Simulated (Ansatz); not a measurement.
MnO2:

```xyz
6
Lattice="2.8550 0.0000 0.0000 -1.4275 2.4725 0.0000 0.0000 0.0000 10.2217" Properties=species:S:1:pos:R:3 pbc="T T T"
Mn    0.0000    0.0000    5.1109
Mn    0.0000    0.0000    0.0000
O     1.4275    0.8242    4.1588
O     1.4275    0.8242    0.9521
O     0.0000    1.6483    6.0630
O     0.0000    1.6483    9.2697
```

Measurements of this composition are mostly on another form, of space group No. 136.

Base run:

```yaml
Program: Ansatz 0.2.0
Functional: PBEsol
Potentials_or_basis: all-electron LAPW, scalar-relativistic
Cutoff: 417 eV (chosen from the basis error)
Basis_error_allowed: 0.002 eV/atom
k_mesh: 11 × 11 × 3
Occupations: fermi-dirac, width 0.05 eV
Spin: collinear spin, ferromagnetic start
Starting_moments: "[4.0, 4.0, 0.0, 0.0, 0.0, 0.0] μB"
```

Its results: band gap on the k mesh 0.81 eV, indirect (least direct gap 0.86 eV); pressure -2.3 GPa; net moment 6.00 μB per cell; site moments Mn +2.72; O +0.05 μB; largest force 0.188 eV/Å.

**Question.** The run is repeated on the same cell with these changes: functional from PBEsol to LDA. What comes out?

**Answer.** Band gap on the k mesh 0.51 eV, indirect (least direct gap 0.54 eV); pressure -7.9 GPa; net moment 6.00 μB per cell; site moments Mn +2.70; O +0.06 μB; largest force 0.591 eV/Å.

LDA binds more tightly than PBEsol, so the same cell stands under less pressure.

Caveats: only a ferromagnetic start was run, and an antiferromagnetic order may lie lower in energy.
